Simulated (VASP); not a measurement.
The system is CdSe (Cadmoselite).

```
CELL_PARAMETERS angstrom
4.30000 0.00000 0.00000
-2.15000 3.72391 0.00000
0.00000 0.00000 7.02000
ATOMIC_POSITIONS crystal
Cd 0.33333 0.66667 0.00000
Cd 0.66667 0.33333 0.50000
Se 0.33333 0.66667 0.38500
Se 0.66667 0.33333 0.88500
```

Program: VASP 6.6.1. Alike in all runs: task single point; no spin polarisation; cell as given; cutoff (eV) 520; smearing fermi-dirac 0.02 eV.

Question: Order these runs on this cell by their pressure, lowest first.
A. level LDA; potentials or basis VASP PAW LDA potentials, release 64 (Cd, Se); k mesh 6 × 6 × 3
B. level HSE06; potentials or basis VASP PAW PBE potentials, release 64 (Cd, Se); k mesh 5 × 5 × 3; grid for exact exchange (PRECFOCK) Fast; screening parameter 0.2 1/A
C. level PBEsol; potentials or basis VASP PAW PBE potentials, release 64 (Cd, Se); k mesh 6 × 6 × 3

Answer: A (-1.4 GPa), C (0.5 GPa), B (2.0 GPa).

Caveats: the PAW data sets were made with another functional, which shifts forces and pressure a little (some runs).

Runs at the PBE level aren't shown here.
